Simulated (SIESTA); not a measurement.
**Ag under changes of volume**

One of the cells (17.048 Å³/atom); the others are scaled copies at fixed shape and fractional positions:

```xyz
1
Lattice="0.0000 2.0427 2.0427 2.0427 0.0000 2.0427 2.0427 2.0427 0.0000" Properties=species:S:1:pos:R:3 pbc="T T T"
Ag    0.0000    0.0000    0.0000
```

```yaml
Program: SIESTA 5.4.2
Functional: PBE
Potentials_or_basis: PseudoDojo 0.5 standard (PBE files)
Basis: DZP (energy shift 0.002 Ry)
Grid_cutoff: 800 Ry
Energy_shift: 0.002 Ry
k_mesh: 11 × 11 × 11
Occupations: fermi-dirac, width 0.05 eV
Spin: no spin polarisation
```

```tsv
volume (Å³/atom)	energy over the lowest point (meV/atom)	pressure (GPa)
16.025	?	?
16.366	48.53	11.1
16.707	28.33	8.2
17.048	14.54	5.5
17.389	5.51	3.3
17.730	0.79	1.3
18.071	0.00	-0.5
```

Problem. What does the run at 16.025 Å³/atom give?

Solution. Energy over the lowest point 75.35 meV/atom; pressure 14.4 GPa.

Worked out: A Birch-Murnaghan fit of order 3 (a polynomial in V^(-2/3)) to the other rows has its minimum at 17.99 Å³/atom with B0 = V·E''(V) = 80 GPa (rough, since the energies scatter). It gives 75.54 meV/atom at 16.025 Å³/atom, against the run's 75.35, and -dE/dV = 14.5 GPa, against 14.4.

Energies are extrapolated to zero smearing.

Caveats: semicore shells carry a single zeta, which can move pressures by several GPa and volumes by a few percent; the basis of atomic orbitals isn't converged, which shifts pressures, moduli and gaps.
